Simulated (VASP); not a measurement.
# Si (Fd-3m) in VASP: a series of runs

Runs on Si. Level: PBE. Tasks: G0W0 quasiparticle levels.

All numbers are computed with VASP 6.6.1; they aren't measurements. Logs are shortened: lines on timing, memory, paths and dates and some standing lists are left out, and cuts for length are marked.

## Step 1: Starting point

The structure is cubic, space group Fd-3m (No. 227). Conventional cell: a = 5.444 Å, b = 5.444 Å, c = 5.444 Å, α = 90.00°, β = 90.00°, γ = 90.00°. Si (site symmetry -43m) has 4 Si at 2.36 Å as nearest neighbours.

## Step 2: G0W0 quasiparticle levels, PBE

POSCAR reads:

```
Si
1.0
    0.0000000000      2.7218511865      2.7218511865
    2.7218511865      0.0000000000      2.7218511865
    2.7218511865      2.7218511865      0.0000000000
Si
2
Direct
    0.5000000000      0.5000000000      0.5000000000
    0.7500000000      0.7500000000      0.7500000000
```

INCAR.step1 reads:

```
PREC = Accurate
ENCUT = 450
EDIFF = 1E-8
ISMEAR = 0
SIGMA = 0.01
LREAL = False
LASPH = True
NELM = 60
ALGO = Normal
LWAVE = True
LCHARG = False
GGA = PE
```

INCAR.step2 reads:

```
PREC = Accurate
ENCUT = 450
EDIFF = 1E-8
ISMEAR = 0
SIGMA = 0.01
LREAL = False
LASPH = True
NELM = 1
ALGO = Exact
LWAVE = True
LCHARG = False
GGA = PE
NBANDS = 100
LOPTICS = True
ISTART = 1
```

INCAR.step3 reads:

```
PREC = Accurate
ENCUT = 450
EDIFF = 1E-8
ISMEAR = 0
SIGMA = 0.01
LREAL = False
LASPH = True
ALGO = EVGW0
LWAVE = False
LCHARG = False
GGA = PE
NELMGW = 1
NBANDS = 100
ENCUTGW = 150
NOMEGA = 48
PRECFOCK = Fast
ISTART = 1
NBANDSGW = 12
```

KPOINTS reads:

```
regular mesh
0
Gamma
  3 3 3
```

Potentials or basis: VASP PAW PBE potentials, release 64 (Si_GW).

Launch:

```console
> cat potpaw_PBE.64/Si_GW/POTCAR > POTCAR
> cp INCAR.step1 INCAR
> mpirun -np 1 vasp_std > vasp.out
> cp INCAR.step2 INCAR
> mpirun -np 1 vasp_std > vasp.out
> cp INCAR.step3 INCAR
> mpirun -np 1 vasp_std > vasp.out
```

OUTCAR:

```text
PREC = Accurate
   ENCUT = 450
   EDIFF = 1E-8
   ISMEAR = 0
   LREAL = False
   LASPH = True
   GGA = PE
   NELMGW = 1
   ENCUTGW = 150
   PRECFOCK = Fast
   ISTART = 1

 Found      4 irreducible k-points:

 Following reciprocal coordinates:
            Coordinates               Weight
  0.000000  0.000000  0.000000      1.000000
  0.333333  0.000000  0.000000      8.000000
  0.333333  0.333333  0.000000      6.000000
 -0.333333  0.333333  0.000000     12.000000
   k-points           NKPTS =      4   k-points in BZ     NKDIM =     27   number of bands    NBANDS=    100
   number of dos      NEDOS =    301   number of ions     NIONS =      2
   total plane-waves  NPLWV =  21952
   dimension x,y,z NGX =    28 NGY =   28 NGZ =   28
   dimension x,y,z NGXF=    56 NGYF=   56 NGZF=   56
   ions per type =               2
   NGX,Y,Z   is equivalent  to a cutoff of  12.09, 12.09, 12.09 a.u.
   NGXF,Y,Z  is equivalent  to a cutoff of  24.19, 24.19, 24.19 a.u.
 SYSTEM =  unknown system
   PREC   = accura    normal or accurate (medium, high low for compatibility)
   ISTART =      1    job   : 0-new  1-cont  2-samecut
   ICHARG =      0    charge: 1-file 2-atom 10-const
   ISPIN  =      1    spin polarized calculation?
   LNONCOLLINEAR =      F non collinear calculations
   LSORBIT =      F    spin-orbit coupling
   LASPH  =      T    aspherical Exc in radial PAW
   ENCUT  =  450.0 eV  33.07 Ry    5.75 a.u.   6.66  6.66  6.66*2*pi/ulx,y,z
   NELM   =     60;   NELMIN=  2; NELMDL=  0     # of ELM steps
   EDIFF  = 0.1E-07   stopping-criterion for ELM
   LREAL  =      F    real-space projection
   EDIFFG = 0.1E-06   stopping-criterion for IOM
   NSW    =      0    number of steps for IOM
   IBRION =     -1    ionic relax: 0-MD 1-quasi-New 2-CG
   NFREE  =      0    steps in history (QN), initial steepest desc. (CG)
   ISIF   =      0    stress and relaxation
   ISYM   =      3    0-nonsym 1-usesym 2-fastsym
   POTIM  = 0.5000    time-step for ionic-motion
   TEBEG  =    0.0;   TEEND  =   0.0 temperature during run
   PSTRESS=    0.0 pullay stress
   NELECT =       8.0000    total number of electrons
   NUPDOWN=      -1.0000    fix difference up-down
   EMIN   =  10.00;   EMAX   =-10.00  energy-range for DOS
   EFERMI =   0.00;   METHOD = LEGACY
   ISMEAR =     0;   SIGMA  =   0.01  broadening in eV -4-tet -1-fermi 0-gaus
   EFERMI_NEDOS =   21; number of points for ismear=-14 and -15
   IALGO  =     38    algorithm
   IMIX   =      4    mixing-type and parameters
     AMIX     =   0.40;   BMIX     =  1.00
     AMIX_MAG =   1.60;   BMIX_MAG =  1.00
  volume/ion in A,a.u.               =      20.16       136.08
  Fermi-wavevector in a.u.,A,eV,Ry     =   0.954766  1.804247 12.402783  0.911579
  Thomas-Fermi vector in A             =   2.083543
   LORBIT       =      0    0 simple, 1 ext, 2 COOP (PROOUT), +10 PAW based schemes
   GGA     = PE    functional components
   LHFCALC =     T    Hartree Fock is set to
   PRECFOCK=fast      Normal, Fast or Accurate (Low or Medium for compatibility)
   ENCUT4O =  -1.0   cutoff for four orbital integrals eV
   NKREDX  =     1    reduce k-point grid by
   NKREDY  =     1    reduce k-point grid by
   NKREDZ  =     1    reduce k-point grid by
   AEXX    =    1.0000 exact exchange contribution
   HFSCREEN=    0.0000 screening length (either q_TF or 0.3 A-1)
   HFSCREENC=   0.0000 screening length for correlation (either q_TF or 0.3 A-1)
   ENCUTFOCK=  -1.0 apply spherical cutoff to Coloumb kernel
   IVDW    =     0    specifies the selected vdW correction
   LEPSILON=     F    determine dielectric tensor
   LRPA    =     F    only Hartree local field effects (RPA)
   LRPAFORCE           =     F    calculate RPA forces
   ENCUTGW             = 150.0    cutoff for response function in eV
   ENCUTGWSOFT         = 120.0    soft cutoff for Coulomb kernel in GW response function in eV
   ENCUTLF             =  -1.0    cutoff for local field effects
   NELMGW              =     1    number of iterations in solving QP/BSE equation
   NELMHF              =     1    number of iterations in the inner HF iteration
   NKREDLFX            =     1    NKREDLFY  =   1   NKREDLFZ  =   1
 non-spin polarized calculation
 Gauss-broadening in eV      SIGMA  =   0.01
  energy-cutoff  :      450.00
  volume of cell :       40.33
 maximum number of plane-waves:       893
 NGX is ok and might be reduce to    28
  NGX = 16; NGY = 16; NGZ = 16
   NGX = 13   NGY = 13   NGZ = 13
 maximum number of plane-waves:       172

 QP shifts <psi_nk| G(iteration)W_0 |psi_nk>: iteration 1
 for sc-GW calculations column KS-energies equals QP-energies in previous step
 and V_xc(KS)=  KS-energies - (<T + V_ion + V_H > + <T+V_H+V_ion>^1  + <V_x>^1)

 k-point   1 :       0.0000    0.0000    0.0000
  band No.  KS-energies  QP-energies   sigma(KS)   V_xc(KS)     V^pw_x(r,r')   Z            occupation Imag(sigma)

      1      -6.4325      -7.0673     -11.2582     -10.4342     -17.4248       0.7704       2.0000       1.3386
      2       5.5010       5.0017     -12.0811     -11.4221     -13.4294       0.7576       2.0000       0.0746
      3       5.5010       5.0017     -12.0811     -11.4221     -13.4294       0.7576       2.0000       0.0746
      4       5.5010       5.0017     -12.0811     -11.4221     -13.4294       0.7576       2.0000       0.0746
      5       8.0158       8.1646      -9.8761     -10.0709      -5.3656       0.7641       0.0000      -0.0985
      6       8.0158       8.1646      -9.8761     -10.0709      -5.3656       0.7641       0.0000      -0.0985
      7       8.0158       8.1646      -9.8761     -10.0709      -5.3656       0.7641       0.0000      -0.0985
      8       8.7867       9.0924     -10.6310     -11.0339      -5.5737       0.7589       0.0000      -0.1229
      9      13.1689      13.4403      -9.6251      -9.9879      -4.1513       0.7482       0.0000      -0.2111
     10      13.1689      13.4403      -9.6251      -9.9879      -4.1513       0.7482       0.0000      -0.2111
     11      13.4319      13.1742      -7.9274      -7.6090      -2.4805       0.8097       0.0000      -0.3472
     12      16.6688      16.5165      -8.4472      -8.2483      -2.1676       0.7655       0.0000      -0.6291

 k-point   2 :       0.3333    0.0000    0.0000
  band No.  KS-energies  QP-energies   sigma(KS)   V_xc(KS)     V^pw_x(r,r')   Z            occupation Imag(sigma)

      1      -5.0623      -5.5856     -11.3347     -10.5993     -17.0078       0.7115       2.0000       1.0010
      2       0.1680      -0.3975     -11.2837     -10.5202     -14.3244       0.7406       2.0000       0.2642
      3       4.4958       3.9914     -11.8217     -11.1531     -13.4034       0.7544       2.0000       0.0854
      4       4.4958       3.9914     -11.8217     -11.1531     -13.4034       0.7544       2.0000       0.0854
      5       7.2191       7.3451      -9.9374     -10.1028      -5.4756       0.7616       0.0000      -0.0791
      6       8.9604       9.1024      -9.6816      -9.8666      -4.9457       0.7674       0.0000      -0.1390
      7       8.9604       9.1024      -9.6816      -9.8666      -4.9457       0.7674       0.0000      -0.1390
      8      13.3234      13.2380      -8.9690      -8.8577      -3.1419       0.7673       0.0000      -0.3650
      9      13.4336      13.5697      -9.6094      -9.7882      -3.9518       0.7612       0.0000      -0.3210
     10      13.4336      13.5697      -9.6094      -9.7882      -3.9518       0.7612       0.0000      -0.3210
     11      14.5657      14.5667      -9.1550      -9.1562      -3.3876       0.7541       0.0000      -0.3471
     12      19.0513      18.9870      -9.2973      -9.2111      -2.6653       0.7459       0.0000      -0.7405

 k-point   3 :       0.3333    0.3333    0.0000
  band No.  KS-energies  QP-energies   sigma(KS)   V_xc(KS)     V^pw_x(r,r')   Z            occupation Imag(sigma)

      1      -4.5371      -5.0733     -11.3763     -10.6186     -16.7869       0.7077       2.0000       0.8914
      2       0.4886      -0.0456     -11.8635     -11.1432     -14.8598       0.7416       2.0000       0.2469
      3       3.0777       2.5350     -11.4319     -10.7048     -13.4407       0.7463       2.0000       0.0935
      4       3.0777       2.5350     -11.4319     -10.7048     -13.4407       0.7463       2.0000       0.0935
      5       6.2001       6.2048      -9.1537      -9.1598      -5.0102       0.7744       0.0000      -0.0701
      6       7.4600       7.4749      -8.8591      -8.8784      -4.3832       0.7732       0.0000      -0.0962
      7      12.7127      12.9248     -10.4254     -10.7080      -4.7382       0.7505       0.0000      -0.3163
      8      12.7127      12.9248     -10.4254     -10.7080      -4.7382       0.7505       0.0000      -0.3163
      9      15.2618      15.5378     -10.5837     -10.9514      -4.4190       0.7507       0.0000      -0.4011
     10      15.3039      15.5412      -9.7295     -10.0353      -3.7360       0.7764       0.0000      -0.4096
     11      18.5419      18.4260      -9.0238      -8.8703      -2.5853       0.7545       0.0000      -0.6781
     12      18.8973      18.9843      -9.9419     -10.0577      -2.8971       0.7510       0.0000      -0.9465

 k-point   4 :      -0.3333    0.3333    0.0000
  band No.  KS-energies  QP-energies   sigma(KS)   V_xc(KS)     V^pw_x(r,r')   Z            occupation Imag(sigma)

      1      -3.1838      -3.7151     -11.6466     -10.9016     -16.4741       0.7131       2.0000       0.6716
      2      -1.2644      -1.8060     -11.6396     -10.8864     -15.5005       0.7190       2.0000       0.4042
      3       1.0888       0.5040     -10.6293      -9.8453     -12.9795       0.7458       2.0000       0.1631
      4       3.3836       2.8441     -11.5337     -10.8165     -13.4271       0.7522       2.0000       0.0878
      5       7.0350       7.0651      -9.1052      -9.1442      -4.7336       0.7730       0.0000      -0.0854
      6      11.2761      11.2929      -9.6795      -9.7014      -4.5675       0.7666       0.0000      -0.2201
      7      11.9137      12.1217      -9.9732     -10.2516      -4.3400       0.7472       0.0000      -0.2980
      8      12.5261      12.7089     -10.2628     -10.5050      -4.6738       0.7553       0.0000      -0.2959
      9      12.8638      13.0459     -10.0153     -10.2605      -4.1378       0.7425       0.0000      -0.3373
     10      13.1278      13.2248      -9.6232      -9.7484      -4.1666       0.7744       0.0000      -0.3151
     11      19.8065      19.6862      -8.8194      -8.6604      -2.3238       0.7567       0.0000      -0.7603
     12      20.3688      20.1730      -8.4310      -8.1740      -2.0224       0.7617       0.0000      -0.8156
```

Wall time 32 s (1 thread of AMD EPYC 7R13 (Zen 3), shared host); peak memory 0.22 GiB.

These settings aren't checked as converged: the numbers below hold their error.

What came out:

- Band gap on the k mesh, mean-field level: 0.70 eV, indirect (least direct gap 2.51 eV)
- Quasiparticle gap: 1.20 eV
- Least direct quasiparticle gap: 3.16 eV

Caveat: the k mesh is coarse (spacing up to 0.67 Å⁻¹), so the values aren't converged; bands, screening cutoff and mesh are small and nothing is extrapolated, so the quasiparticle values aren't converged; an odd mesh through Γ misses points on the zone boundary, where band edges often lie.

## Step 3: G0W0 quasiparticle levels, PBE

POSCAR is that of step 2.

INCAR.step1 is that of step 2.

Changes to INCAR.step2 since step 2:

```diff
@@ -12,3 +12,3 @@
 GGA = PE
-NBANDS = 100
+NBANDS = 245
 LOPTICS = True
```

Changes to INCAR.step3 since step 2:

```diff
@@ -12,4 +12,4 @@
 NELMGW = 1
-NBANDS = 100
-ENCUTGW = 150
+NBANDS = 245
+ENCUTGW = 100
 NOMEGA = 48
```

KPOINTS is that of step 2.

Potentials or basis: VASP PAW PBE potentials, release 64 (Si_GW).

Launch:

```console
> cat potpaw_PBE.64/Si_GW/POTCAR > POTCAR
> cp INCAR.step1 INCAR
> mpirun -np 1 vasp_std > vasp.out
> cp INCAR.step2 INCAR
> mpirun -np 1 vasp_std > vasp.out
> cp INCAR.step3 INCAR
> mpirun -np 1 vasp_std > vasp.out
```

OUTCAR:

```text
PREC = Accurate
   ENCUT = 450
   EDIFF = 1E-8
   ISMEAR = 0
   LREAL = False
   LASPH = True
   GGA = PE
   NELMGW = 1
   ENCUTGW = 100
   PRECFOCK = Fast
   ISTART = 1

 Found      4 irreducible k-points:

 Following reciprocal coordinates:
            Coordinates               Weight
  0.000000  0.000000  0.000000      1.000000
  0.333333  0.000000  0.000000      8.000000
  0.333333  0.333333  0.000000      6.000000
 -0.333333  0.333333  0.000000     12.000000
   k-points           NKPTS =      4   k-points in BZ     NKDIM =     27   number of bands    NBANDS=    245
   number of dos      NEDOS =    301   number of ions     NIONS =      2
   total plane-waves  NPLWV =  21952
   dimension x,y,z NGX =    28 NGY =   28 NGZ =   28
   dimension x,y,z NGXF=    56 NGYF=   56 NGZF=   56
   ions per type =               2
   NGX,Y,Z   is equivalent  to a cutoff of  12.09, 12.09, 12.09 a.u.
   NGXF,Y,Z  is equivalent  to a cutoff of  24.19, 24.19, 24.19 a.u.
 SYSTEM =  unknown system
   PREC   = accura    normal or accurate (medium, high low for compatibility)
   ISTART =      1    job   : 0-new  1-cont  2-samecut
   ICHARG =      0    charge: 1-file 2-atom 10-const
[... 54 lines left out ...]
  energy-cutoff  :      450.00
  volume of cell :       40.33
 maximum number of plane-waves:       893
 NGX is ok and might be reduce to    28
  NGX = 16; NGY = 16; NGZ = 16
   NGX = 13   NGY = 13   NGZ = 13
 maximum number of plane-waves:        92
 NGX is ok and might be reduce to    14

 QP shifts <psi_nk| G(iteration)W_0 |psi_nk>: iteration 1
 for sc-GW calculations column KS-energies equals QP-energies in previous step
 and V_xc(KS)=  KS-energies - (<T + V_ion + V_H > + <T+V_H+V_ion>^1  + <V_x>^1)

 k-point   1 :       0.0000    0.0000    0.0000
  band No.  KS-energies  QP-energies   sigma(KS)   V_xc(KS)     V^pw_x(r,r')   Z            occupation Imag(sigma)

      1      -6.4325      -7.0441     -11.2269     -10.4342     -17.4248       0.7716       2.0000       1.3421
      2       5.5010       5.0198     -12.0567     -11.4221     -13.4294       0.7582       2.0000       0.0656
      3       5.5010       5.0198     -12.0567     -11.4221     -13.4294       0.7582       2.0000       0.0656
      4       5.5010       5.0198     -12.0567     -11.4221     -13.4294       0.7582       2.0000       0.0656
      5       8.0158       8.1353      -9.9146     -10.0709      -5.3656       0.7643       0.0000      -0.1083
      6       8.0158       8.1353      -9.9146     -10.0709      -5.3656       0.7643       0.0000      -0.1083
      7       8.0158       8.1353      -9.9146     -10.0709      -5.3656       0.7643       0.0000      -0.1083
      8       8.7867       9.0691     -10.6620     -11.0339      -5.5737       0.7595       0.0000      -0.1353
      9      13.1689      13.4001      -9.6788      -9.9879      -4.1513       0.7481       0.0000      -0.2148
     10      13.1689      13.4001      -9.6788      -9.9879      -4.1513       0.7481       0.0000      -0.2148
     11      13.4319      13.1385      -7.9718      -7.6090      -2.4805       0.8088       0.0000      -0.3561
     12      16.6688      16.4586      -8.5224      -8.2483      -2.1676       0.7670       0.0000      -0.6340
[... 36 lines left out ...]
      1      -3.1838      -3.6919     -11.6130     -10.9016     -16.4741       0.7142       2.0000       0.6718
      2      -1.2644      -1.7867     -11.6122     -10.8864     -15.5005       0.7196       2.0000       0.4015
      3       1.0888       0.5042     -10.6287      -9.8453     -12.9795       0.7462       2.0000       0.1618
      4       3.3836       2.8547     -11.5196     -10.8165     -13.4271       0.7523       2.0000       0.0820
      5       7.0350       7.0362      -9.1427      -9.1442      -4.7336       0.7735       0.0000      -0.0917
      6      11.2761      11.2692      -9.7104      -9.7014      -4.5675       0.7670       0.0000      -0.2298
      7      11.9137      12.0840     -10.0238     -10.2516      -4.3400       0.7477       0.0000      -0.3073
      8      12.5261      12.6813     -10.2995     -10.5050      -4.6738       0.7556       0.0000      -0.3053
      9      12.8638      13.0080     -10.0664     -10.2605      -4.1378       0.7426       0.0000      -0.3459
     10      13.1278      13.1935      -9.6636      -9.7484      -4.1666       0.7740       0.0000      -0.3210
     11      19.8065      19.6295      -8.8942      -8.6604      -2.3238       0.7568       0.0000      -0.7649
     12      20.3688      20.1158      -8.5060      -8.1740      -2.0224       0.7619       0.0000      -0.8206
```

OUTCAR.step1:

```text
PREC = Accurate
   ENCUT = 450
   EDIFF = 1E-8
   ISMEAR = 0
   LREAL = False
[... 152 lines left out ...]
      2.72185      2.72185      2.72185        -0.000000     -0.000000     -0.000000
      4.08278      4.08278      4.08278         0.000000      0.000000      0.000000
 -----------------------------------------------------------------------------------
    total drift:                                0.000000      0.000000     -0.000000

  FREE ENERGIE OF THE ION-ELECTRON SYSTEM (eV)
  ---------------------------------------------------
  free  energy   TOTEN  =       -10.2274592544 eV

  energy  without entropy=      -10.2274592544  energy(sigma->0) =      -10.22745925
```

OUTCAR.step2:

```text
PREC = Accurate
   ENCUT = 450
   EDIFF = 1E-8
   ISMEAR = 0
   LREAL = False
[... 518 lines left out ...]
     0.00000    33.61275    33.61275    33.61275    -0.00000    -0.00000     0.00000
     2.29543    83.84133    83.84133    83.84133    -0.00000    -0.00000     0.00000
     4.59086   -58.41479   -58.41479   -58.41479     0.00000     0.00000    -0.00000
     6.88629    -8.03506    -8.03506    -8.03506     0.00000     0.00000    -0.00000
     9.18173    -4.39864    -4.39864    -4.39864     0.00000     0.00000    -0.00000
    11.47716    -1.83818    -1.83818    -1.83818     0.00000     0.00000    -0.00000
[... 92 lines left out ...]
   224.95226     0.99150     0.99150     0.99150     0.00000     0.00000    -0.00000
   227.24769     0.99167     0.99167     0.99167     0.00000     0.00000    -0.00000
```

Wall time 46 s (1 thread of AMD EPYC 7R13 (Zen 3), shared host); peak memory 0.22 GiB.

The run converged, but some of its settings lie outside the range that counts as converged, so its numbers aren't taken as properties of the crystal.

What came out:

* Band gap on the k mesh, mean-field level: 0.70 eV, indirect (least direct gap 2.51 eV)
* Quasiparticle gap: 1.16 eV
* Least direct quasiparticle gap: 3.12 eV

Caveat: the k mesh is coarse (spacing up to 0.67 Å⁻¹), so the values aren't converged; bands, screening cutoff and mesh are small and nothing is extrapolated, so the quasiparticle values aren't converged; an odd mesh through Γ misses points on the zone boundary, where band edges often lie.

## Step 4: For comparison

An earlier run on the cell as given: functional PBE; potentials or basis VASP PAW PBE potentials, release 64 (Si); cutoff 520 eV; k mesh 8 × 8 × 8; occupations fermi-dirac, width 0.05 eV; no spin polarisation.

- Pressure: 1.3 GPa
- Band gap on the k mesh: 0.63 eV, indirect (least direct gap 2.56 eV)
